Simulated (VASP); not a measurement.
# AlN (P6_3/mmc) in VASP: notebook

One crystal, AlN, is run at these levels: PBEsol; tasks: single point.

All numbers are computed with VASP 6.6.1; they aren't measurements. Logs are shortened: lines on timing, memory, paths and dates and some standing lists are left out, and cuts for length are marked.

## Step 1: The structure

Symmetry: P6_3/mmc, No. 194, hexagonal system. The conventional cell has a = 3.312 Å, b = 3.312 Å, c = 4.188 Å, α = 90.00°, β = 90.00°, γ = 120.00°. Around Al (site symmetry -6m2) lie 5 N at 1.91 to 2.09 Å. N (site symmetry -6m2) has 5 Al at 1.91 to 2.09 Å as nearest neighbours.

Measurements of this composition are mostly on another form, of space group No. 186.

## Step 2: Single point, PBEsol

Input file INCAR:

```
PREC     = Accurate       # precision mode
ENCUT    = 450            # plane-wave cutoff, eV
EDIFF    = 1E-6           # SCF threshold, eV
ISMEAR   = 0              # smearing method
SIGMA    = 0.05           # smearing width, eV
LREAL    = False          # projectors in reciprocal space
LASPH    = True           # aspherical terms in the spheres
NELM     = 100            # most SCF steps
ALGO     = Normal         # electronic algorithm
ISIF     = 2              # what is computed and relaxed
LWAVE    = False          # write WAVECAR
LCHARG   = False          # write CHGCAR
GGA      = PS             # functional
ADDGRID  = True
```

Input file KPOINTS:

```
regular mesh
0
Gamma
  6 6 4
```

Input file POSCAR:

```
AlN
1.0
    3.3121157418      0.0000000000      0.0000000000
   -1.6560578709      2.8683763727      0.0000000000
    0.0000000000      0.0000000000      4.1875630000
Al N
2 2
Direct
    0.6666666667      0.3333333333      0.2500000000
    0.3333333333      0.6666666667      0.7500000000
    0.6666666667      0.3333333333      0.7500000000
    0.3333333333      0.6666666667      0.2500000000
```

Potentials or basis: VASP PAW PBE potentials, release 64 (Al, N).

Started as:

```console
$ cat potpaw_PBE.64/Al/POTCAR potpaw_PBE.64/N/POTCAR > POTCAR
$ mpirun -np 1 vasp_std > vasp.out
```

OUTCAR:

```text
PREC = Accurate
   ENCUT = 450
   EDIFF = 1E-6
   ISMEAR = 0
   LREAL = False
   LASPH = True
   NELM = 100
   ISIF = 2
   GGA = PS

 Found     21 irreducible k-points:

 Following reciprocal coordinates:
            Coordinates               Weight
  0.000000  0.000000  0.000000      1.000000
  0.166667  0.000000  0.000000      6.000000
  0.333333 -0.000000  0.000000      6.000000
  0.500000  0.000000  0.000000      3.000000
  0.166667  0.166667  0.000000      6.000000
  0.333333  0.166667  0.000000     12.000000
   k-points           NKPTS =     21   k-points in BZ     NKDIM =     21   number of bands    NBANDS=     12
   number of dos      NEDOS =    301   number of ions     NIONS =      4
   total plane-waves  NPLWV =  17280
   dimension x,y,z NGX =    24 NGY =   24 NGZ =   30
   dimension x,y,z NGXF=    48 NGYF=   48 NGZF=   60
   ions per type =               2   2
   NGX,Y,Z   is equivalent  to a cutoff of  12.05, 12.05, 11.91 a.u.
   NGXF,Y,Z  is equivalent  to a cutoff of  24.09, 24.09, 23.82 a.u.
 SYSTEM =  unknown system
   PREC   = accura    normal or accurate (medium, high low for compatibility)
   ISTART =      0    job   : 0-new  1-cont  2-samecut
   ICHARG =      2    charge: 1-file 2-atom 10-const
   ISPIN  =      1    spin polarized calculation?
   LNONCOLLINEAR =      F non collinear calculations
   LSORBIT =      F    spin-orbit coupling
   LASPH  =      T    aspherical Exc in radial PAW
   ENCUT  =  450.0 eV  33.07 Ry    5.75 a.u.   5.73  5.73  7.24*2*pi/ulx,y,z
   NELM   =    100;   NELMIN=  2; NELMDL= -5     # of ELM steps
   EDIFF  = 0.1E-05   stopping-criterion for ELM
   LREAL  =      F    real-space projection
   EDIFFG = 0.1E-04   stopping-criterion for IOM
   NSW    =      0    number of steps for IOM
   IBRION =     -1    ionic relax: 0-MD 1-quasi-New 2-CG
   NFREE  =      0    steps in history (QN), initial steepest desc. (CG)
   ISIF   =      2    stress and relaxation
   ISYM   =      2    0-nonsym 1-usesym 2-fastsym
   POTIM  = 0.5000    time-step for ionic-motion
   TEBEG  =    0.0;   TEEND  =   0.0 temperature during run
   PSTRESS=    0.0 pullay stress
   NELECT =      16.0000    total number of electrons
   NUPDOWN=      -1.0000    fix difference up-down
   EMIN   =  10.00;   EMAX   =-10.00  energy-range for DOS
   EFERMI =   0.00;   METHOD = LEGACY
   ISMEAR =     0;   SIGMA  =   0.05  broadening in eV -4-tet -1-fermi 0-gaus
   EFERMI_NEDOS =   21; number of points for ismear=-14 and -15
   IALGO  =     38    algorithm
   IMIX   =      4    mixing-type and parameters
     AMIX     =   0.40;   BMIX     =  1.00
     AMIX_MAG =   1.60;   BMIX_MAG =  1.00
  volume/ion in A,a.u.               =       9.95        67.12
  Fermi-wavevector in a.u.,A,eV,Ry     =   1.208409  2.283561 19.867927  1.460251
  Thomas-Fermi vector in A             =   2.344017
   LORBIT       =      0    0 simple, 1 ext, 2 COOP (PROOUT), +10 PAW based schemes
   GGA     = PS    functional components
   LHFCALC =     F    Hartree Fock is set to
   AEXX    =    0.0000 exact exchange contribution
   IVDW    =     0    specifies the selected vdW correction
   LEPSILON=     F    determine dielectric tensor
   LRPA    =     F    only Hartree local field effects (RPA)
 non-spin polarized calculation
 Gauss-broadening in eV      SIGMA  =   0.05
  energy-cutoff  :      450.00
  volume of cell :       39.78
 maximum number of plane-waves:       870
 NGX is ok and might be reduce to    24
   NGX = 11   NGY = 11   NGZ = 15

 number of electron      16.0000000 magnetization

 Free energy of the ion-electron system (eV)
  ---------------------------------------------------
  ext. energy  EPLUGINS =         0.00000000
  ---------------------------------------------------
  free energy    TOTEN  =       -30.94273229 eV

  energy without entropy =      -30.94273229  energy(sigma->0) =      -30.94273229

 E-fermi :   8.0673     XC(G=0): -11.3531

 val. band max:        7.8629899955   @ k =   0.0000   0.0000   0.0000
 cond. band min:      11.0477238468   @ k =   0.0000   0.0000   0.0000
 fundamental gap:      3.1847338513
 Fermi energy:         8.0673154082

 k-point     1 :       0.0000    0.0000    0.0000
  band No.  band energies     occupation
      1      -8.9056      2.00000
      2      -5.2325      2.00000
      3       0.9378      2.00000
      4       4.5772      2.00000
      5       4.5772      2.00000
      6       6.2451      2.00000
      7       6.2451      2.00000
      8       7.8630      2.00000
      9      11.0477      0.00000
     10      12.1996      0.00000
     11      15.9946      0.00000
     12      15.9946      0.00000

 k-point     2 :       0.1667    0.0000    0.0000
  band No.  band energies     occupation
      1      -8.5916      2.00000
      2      -5.2337      2.00000
      3       1.2776      2.00000
      4       3.5469      2.00000
      5       4.1774      2.00000
      6       5.2951      2.00000
      7       6.3696      2.00000
      8       7.3354      2.00000
      9      12.2007      0.00000
     10      13.1962      0.00000
     11      15.1888      0.00000
     12      16.8380      0.00000

 k-point     3 :       0.3333   -0.0000    0.0000
  band No.  band energies     occupation
      1      -7.7559      2.00000
      2      -5.4412      2.00000
      3       1.9687      2.00000
      4       2.2176      2.00000
      5       3.5925      2.00000
      6       4.0474      2.00000
      7       6.0174      2.00000
      8       6.4213      2.00000
      9      12.1272      0.00000
     10      14.5151      0.00000
     11      15.6301      0.00000
     12      16.3163      0.00000

 k-point     4 :       0.5000    0.0000    0.0000
  band No.  band energies     occupation
      1      -7.0297      2.00000
      2      -5.8674      2.00000
      3       1.3558      2.00000
      4       3.0974      2.00000
      5       3.3559      2.00000
      6       3.5299      2.00000
      7       4.9440      2.00000
      8       6.4029      2.00000
      9      11.6161      0.00000
     10      14.8823      0.00000
     11      14.9151      0.00000
     12      17.1337      0.00000

 k-point     5 :       0.1667    0.1667    0.0000
  band No.  band energies     occupation
      1      -8.0106      2.00000
      2      -5.3367      2.00000
      3       1.9247      2.00000
      4       2.7459      2.00000
      5       2.9215      2.00000
      6       4.8465      2.00000
      7       6.1137      2.00000
      8       6.4330      2.00000
      9      13.0598      0.00000
     10      14.4740      0.00000
     11      14.9699      0.00000
     12      15.4258      0.00000

 k-point     6 :       0.3333    0.1667    0.0000
  band No.  band energies     occupation
      1      -7.0978      2.00000
      2      -5.7688      2.00000
      3       1.4700      2.00000
      4       2.9369      2.00000
      5       3.0162      2.00000
      6       3.8904      2.00000
      7       5.1194      2.00000
      8       5.8725      2.00000
      9      12.8194      0.00000
     10      13.8357      0.00000
     11      15.7018      0.00000
     12      16.3117      0.00000

 [... further k-points ...]

------------------------ aborting loop because EDIFF is reached ----------------------------------------

  FORCE on cell =-STRESS in cart. coord.  units (eV):
  Direction    XX          YY          ZZ          XY          YZ          ZX
  --------------------------------------------------------------------------------------
  -------------------------------------------------------------------------------------
  Total       -1.0207825     -1.0207825     -1.2792641      0.0000000      0.0000000      0.0000000
  in kB      -41.1093675    -41.1093675    -51.5190455      0.0000000      0.0000000      0.0000000
  external PRESSURE =     -44.5792602 kB  Pullay stress =       0.0000000 kB

 VOLUME and BASIS-vectors are now :
 -----------------------------------------------------------------------------
  energy-cutoff  :      450.00
  volume of cell :       39.78
      direct lattice vectors                 reciprocal lattice vectors
     3.312115742  0.000000000  0.000000000     0.301921816  0.174314642  0.000000000
    -1.656057871  2.868376373  0.000000000     0.000000000  0.348629284  0.000000000
     0.000000000  0.000000000  4.187563000     0.000000000  0.000000000  0.238802377

 POSITION                                       TOTAL-FORCE (eV/Angst)
 -----------------------------------------------------------------------------------
      1.65606      0.95613      1.04689        -0.000000     -0.000000      0.000000
     -0.00000      1.91225      3.14067         0.000000     -0.000000      0.000000
      1.65606      0.95613      3.14067        -0.000000      0.000000      0.000000
     -0.00000      1.91225      1.04689         0.000000      0.000000      0.000000
 -----------------------------------------------------------------------------------
    total drift:                               -0.000000     -0.000000     -0.000000

  FREE ENERGIE OF THE ION-ELECTRON SYSTEM (eV)
  ---------------------------------------------------
  free  energy   TOTEN  =       -30.9427322945 eV

  energy  without entropy=      -30.9427322945  energy(sigma->0) =      -30.94273229
```

Run time: 4.3 s. Hardware: 1 thread of Intel Xeon 6975P-C (Granite Rapids), shared host; peak memory 0.17 GiB.

These settings aren't checked as converged: the numbers below hold their error.

Results:

| Quantity | Value |
| --- | --- |
| Free energy | -30.9427 eV |
| Band gap on the k mesh | 3.18 eV, direct |

Caveat: the cutoff is under 1.25 times the usual one of these potentials, so pressure, stress and relaxed cells hold a basis-set (Pulay) error; the PAW data sets were made with another functional, which shifts forces and pressure a little.

## Step 3: Single point, PBEsol

INCAR is that of step 2.

KPOINTS is that of step 2.

Input file POSCAR:

```
AlN
1.0
    3.3121157418      0.0000000000      0.0000000000
   -1.6560578709      2.8683763727      0.0000000000
    0.0000000000      0.0000000000      4.1875630000
Al N
2 2
Direct
    0.6237580000      0.3299140000      0.2556100000
    0.3117670000      0.6288490000      0.7350250000
    0.6903480000      0.3199170000      0.7468030000
    0.3351220000      0.6696830000      0.2481240000
```

Potentials or basis: VASP PAW PBE potentials, release 64 (Al, N).

Started as:

```console
$ cat potpaw_PBE.64/Al/POTCAR potpaw_PBE.64/N/POTCAR > POTCAR
$ mpirun -np 1 vasp_std > vasp.out
```

It took 9.8 s on 1 thread of Intel Xeon 6975P-C (Granite Rapids), shared host; peak memory 0.19 GiB.

These settings aren't checked as converged: the numbers below hold their error.

What came out:

| Quantity | Value |
| --- | --- |
| Free energy | -30.5508 eV |
| Largest force | 2.823 eV/Å |
| Band gap on the k mesh | 3.09 eV, direct |

Caveat: the cutoff is under 1.25 times the usual one of these potentials, so pressure, stress and relaxed cells hold a basis-set (Pulay) error; the PAW data sets were made with another functional, which shifts forces and pressure a little.

## Step 4: Single point, PBEsol

INCAR: that of step 3 with these lines changed.

```diff
@@ -6,3 +6,3 @@
 LREAL    = False          # projectors in reciprocal space
-LASPH    = True           # aspherical terms in the spheres
+LASPH    = False          # aspherical terms in the spheres
 NELM     = 100            # most SCF steps
@@ -13,2 +13,2 @@
 GGA      = PS             # functional
-ADDGRID  = True
+ADDGRID  = False
```

KPOINTS is that of step 3.

Input file POSCAR:

```
AlN
1.0
    3.3121157418      0.0000000000      0.0000000000
   -1.6560578709      2.8683763727      0.0000000000
    0.0000000000      0.0000000000      4.1875630000
Al N
2 2
Direct
    0.6666666667      0.3333333333      0.2500000000
    0.3333333333      0.6666666667      0.7500000000
    0.6666666667      0.3333333333      0.7500000000
    0.3333333333      0.6666666667      0.2500000000
```

Started as:

```console
$ cat potpaw_PBE.64/Al/POTCAR potpaw_PBE.64/N/POTCAR > POTCAR
$ mpirun -np 1 vasp_std > vasp.out
```

Wall time 2.9 s (1 thread of Intel Xeon 6975P-C (Granite Rapids), shared host); peak memory 0.14 GiB.

The run converged, but some of its settings lie outside the range that counts as converged, so its numbers aren't taken as properties of the crystal.

What came out:

- Free energy: -30.9427 eV
- Band gap on the k mesh: 3.18 eV, direct

Caveat: the cutoff is under 1.25 times the usual one of these potentials, so pressure, stress and relaxed cells hold a basis-set (Pulay) error; the PAW data sets were made with another functional, which shifts forces and pressure a little.

## Step 5: For comparison

An earlier run on the cell as given: functional PBE; potentials or basis VASP PAW PBE potentials, release 64 (Al, N); cutoff 520 eV; k mesh 9 × 9 × 7; occupations fermi-dirac, width 0.05 eV; no spin polarisation.

* Pressure: 0.0 GPa
* Band gap on the k mesh: 3.27 eV, direct
